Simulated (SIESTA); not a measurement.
PbSe (Clausthalite):

```
CELL_PARAMETERS angstrom
0.00000 3.06065 3.06065
3.06065 0.00000 3.06065
3.06065 3.06065 0.00000
ATOMIC_POSITIONS crystal
Pb 0.00000 0.00000 0.00000
Se 0.50000 0.50000 0.50000
```

Base run:

| Property | Result |
| --- | --- |
| Program | SIESTA 5.4.2 |
| Functional | PBE |
| Potentials or basis | PseudoDojo 0.4 standard (PBE files) |
| Basis | DZ (energy shift 0.02 Ry) |
| Grid cutoff | 500 Ry |
| Energy shift | 0.02 Ry |
| k mesh | 8 × 8 × 8 |
| Occupations | fermi-dirac, width 0.05 eV |
| Spin | no spin polarisation |

Its results: band gap on the k mesh 0.30 eV, direct; pressure -3.5 GPa.

Q: The run is repeated on the same cell with these changes: basis from DZ (energy shift 0.02 Ry) to DZDP (energy shift 0.05 Ry); energy shift from 0.02 Ry to 0.05 Ry. What comes out?

A: Band gap on the k mesh 0.52 eV, direct; pressure -7.5 GPa.

Caveats: semicore shells carry a single zeta, which can move pressures by several GPa and volumes by a few percent; spin-orbit coupling is left out, which as a rule narrows the gap of such compounds by several tenths of an eV; the basis of atomic orbitals isn't converged, which shifts pressures, moduli and gaps; the basis has no polarisation orbitals (some runs).
